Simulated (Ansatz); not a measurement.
An ordered 4-atom cell of ZnSnN2 on the rocksalt lattice (R-3m), relaxed with r2SCAN: 4 runs in the PAW code Ansatz, each a calculation of independent-particle optics. The symmetry is R-3m (No. 166, trigonal); conventional cell a = 3.167 Å, c = 15.449 Å, 11.19 Å³ an atom. Zn is surrounded by 6 N at 2.27 Å; Sn is surrounded by 6 N at 2.21 Å; N is surrounded by 3 Sn at 2.21 Å and 3 Zn at 2.27 Å. All values are calculated for a non-magnetic cell, which may be hypothetical.

```
CELL_PARAMETERS angstrom
1.58369 0.91434 5.14982
-1.58369 0.91434 5.14982
0.00000 -1.82868 5.14982
ATOMIC_POSITIONS crystal
Zn 0.00000 0.00000 0.00000
Sn 0.50000 0.50000 0.50000
N 0.24647 0.24647 0.24647
N 0.75353 0.75353 0.75353
```

On meshes this coarse, single peaks can be features of the mesh. No local fields, no excitons; the zone sum runs over the cells of the mesh, and ε∞ includes the bands left out of the spectrum. Up to four peaks are listed, those above 15 % of the tallest and inside the complete range; the four can differ from row to row. Rows marked drawn have settings drawn at random (some not listed).

```json
{"functional": "r2SCAN", "k mesh": "8×8×8", "broadening (eV)": "0.1", "scissors (eV)": "0.00", "range (eV)": "0–12", "settings": "chosen", "direct gap on the mesh before scissors (eV)": "1.32", "ε∞ xx": "7.91", "ε∞ yy": "7.91", "ε∞ zz": "7.74", "complete up to (eV)": "12.0", "tallest peaks of mean ε₂ (eV)": "5.80 6.35 11.45 11.75"}
{"functional": "PBE", "k mesh": "8×8×8", "broadening (eV)": "0.1", "scissors (eV)": "1.23 (to HSE06)", "range (eV)": "0–12", "settings": "chosen", "direct gap on the mesh before scissors (eV)": "0.85", "ε∞ xx": "7.79", "ε∞ yy": "7.79", "ε∞ zz": "7.63", "complete up to (eV)": "12.0", "tallest peaks of mean ε₂ (eV)": "6.45 6.95 8.00 11.95"}
{"functional": "LDA", "k mesh": "4×4×4", "broadening (eV)": "0.25", "scissors (eV)": "1.00", "range (eV)": "0–20", "settings": "drawn", "direct gap on the mesh before scissors (eV)": "0.67", "ε∞ xx": "8.38", "ε∞ yy": "8.38", "ε∞ zz": "8.22", "complete up to (eV)": "20.0", "tallest peaks of mean ε₂ (eV)": "6.50 8.60 10.70 11.90"}
```

Task: Estimate from these rows what the further settings give.
```json
{"functional": "PBE", "k mesh": "8×8×8", "broadening (eV)": "0.1", "scissors (eV)": "0.00", "range (eV)": "0–12", "settings": "chosen"}
```

Result:
```
functional  k mesh  broadening (eV)  scissors (eV)  range (eV)  settings  direct gap on the mesh before scissors (eV)  ε∞ xx  ε∞ yy  ε∞ zz  complete up to (eV)  tallest peaks of mean ε₂ (eV)
       PBE   8×8×8              0.1           0.00        0–12    chosen                                         0.85   9.31   9.31   9.16                 12.0           5.25 5.70 6.75 10.75
```

The fundamental gap is indirect (0.76 eV with PBE on 8×8×8); the table holds the direct one. The two differ by only 0.09 eV.

The runs are scalar-relativistic, without spin-orbit coupling.
